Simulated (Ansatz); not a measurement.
WS₂ in the 3R-MoS2 structure, relaxed with r2SCAN+rVV10. It is trigonal, R3m (No. 160); conventional cell a = 3.172 Å, c = 18.712 Å, 18.11 Å³ an atom. Around W lie 6 S at 2.41 Å; around S lie 3 W at 2.41 Å.

The questions ask for values computed with Ansatz on this geometry. (Simulation; no magnetic order is allowed.)

Given (10×10×10 mesh): r2SCAN gives an indirect gap of 1.18 eV, from T to Γ–S₀ (0.52 of the way from Γ); the least direct gap is 1.97 eV at H₀–L (0.10 of the way from H₀).

Q: What does PBE give for the gap (10×10×10 mesh)?

A: PBE gives an indirect gap of 1.07 eV, from T to Γ–S₀ (0.50 of the way from Γ); the least direct gap is 1.85 eV at H₀–L (0.10 of the way from H₀). The gap differs by -0.11 eV from r2SCAN's.

Q: Estimate the gap with PBE+SOC on 10×10×10.

A: The PBE+SOC gap is indirect, 0.94 eV (T to Γ–S₀ (0.52 of the way from Γ)), below the direct gap of 1.59 eV at H₀–L (0.10 of the way from H₀). Spin-orbit coupling itself accounts for -0.13 eV. The gap differs by -0.24 eV from r2SCAN's.

Q: Estimate the gap with HSE06 on 6×6×6.

A: The HSE06 gap is indirect, 1.60 eV (T to Γ–S₀ (0.52 of the way from Γ)), below the direct gap of 2.33 eV at H₀–L (0.08 of the way from H₀). The gap differs by +0.42 eV from r2SCAN's.

Q: Order these levels by the gap that they give, smallest first.
A. r2SCAN
B. HSE06
C. PBE
D. LDA
E. PBE0

A: D (0.99 eV), C (1.07 eV), A (1.18 eV), B (1.60 eV), E (2.26 eV).

Q: Roughly how does the cost of the PBE+SOC run (10×10×10) compare with r2SCAN's (10×10×10)?

A: About 2.5 times as much (2.1 core-minutes against 50 core-seconds, on 2 threads of Arm Neoverse N1, with other jobs on the host).

Q: How strongly does the crystal screen a field with clamped ions (PBE)?

A: The electronic dielectric tensor ε∞ is 13.77 along x and y, 5.76 along z. Born charges, averaged over directions: W -0.50, S +0.24 to +0.26 e.

Only the levels marked +SOC include spin-orbit coupling.

Where an edge lies off the special points, it is a point of the mesh or the k point where a search put PBE's edge or least direct gap, reused for the other functionals, whose own edges may lie a little apart; PBE's own value is read along its path and can be a few hundredths of an eV high.
